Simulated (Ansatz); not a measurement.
The parent structure is InN in the zinc blende structure (space group F-43m, No. 216; a = 4.9999 Å). Axes: x, y, z lie along the cube axes.

Computed with DFT with r2SCAN, PAW potentials and a 500 eV plane-wave cutoff in Ansatz (a quantum-chemistry and plane-wave program), without spin-orbit coupling, earlier PAW set.

Strains are applied to the cell and any free atomic positions relax; under biaxial strain the out-of-plane vector relaxes too.

One change was made to it. Results:

| quantity | base | after |
|---|---|---|
| pressure (mean of the normal stresses, compression positive) | 0.0 GPa | 0.0 GPa |
| band gap | zero | zero |
| energy relative to the base (free energy F) | 0 meV/atom | +0.2 meV/atom |
| shortest interatomic distance | 2.165 Å | 2.164 Å |

**Question.** Name the change that was made.
A) biaxial strain −1.43 %, plane normal [001], relaxed out of plane
B) uniaxial strain ε_zz = −0.99 %
C) uniaxial strain ε_yy = +1.62 %
D) tensor shear ε_xz = +0.32 %

**Answer.** D, tensor shear ε_xz = +0.32 %. For comparison, the pressure in the other runs: uniaxial strain ε_zz = −0.99 % gives 1.4 GPa; biaxial strain −1.43 %, plane normal [001], relaxed out of plane gives 1.4 GPa; uniaxial strain ε_yy = +1.62 % gives -2.2 GPa.

A case with no gap was solved on a k-mesh chosen for an insulator, which is coarse for it. Stability against distortions was not tested. All final runs are without spin polarisation. Gaps under 0.05 eV, about the width of the smearing, are given as zero. This is not the structure that InN has at room temperature and ambient pressure. The zero or small gap of InN can change with the level of theory.
